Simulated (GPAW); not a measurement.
Crystal: SnTe.

```
CELL_PARAMETERS angstrom
0.00000 3.61115 3.61115
3.61115 0.00000 3.61115
3.61115 3.61115 0.00000
ATOMIC_POSITIONS crystal
Te 0.25000 0.25000 0.25000
Sn 0.00000 0.00000 0.00000
```

Measurements of this composition are mostly on another form, of space group No. 225.

```yaml
Program: GPAW 26.7.0
Task: relaxation of cell and atoms
Functional: PBEsol
Potentials_or_basis: PAW data sets generated in the run's folder for this functional
Cutoff: 600 eV
Basis: pw
k_mesh: 7 × 7 × 7
Occupations: fermi-dirac, width 0.05 eV
Spin: no spin polarisation
```

At the start: pressure -1.5 GPa; volume 47.09 Å³/atom.

Problem. How do energy, volume and symmetry change on relaxing?

Solution. Over 3 steps the energy falls by 13.4 meV/atom and the volume is 44.07 Å³/atom (-6.4 %); space group F-43m (No. 216, to 0.05 Å).

The path:
```csv
step,energy change (eV),largest force (eV/Å),pressure (GPa),volume (Å³)
1,0.0000,0.0000,-1.50,94.18
2,-0.0076,0.0000,-1.30,93.29
3,-0.0269,0.0000,0.07,88.15
```

Final structure:
```xyz
2
Lattice="0.0000 3.5323 3.5323 3.5323 0.0000 3.5323 3.5323 3.5323 0.0000" Properties=species:S:1:pos:R:3 pbc="T T T"
Te    1.7662    1.7662    1.7662
Sn    0.0000    0.0000    0.0000
```

Caveat: later steps reuse the first step's grids.
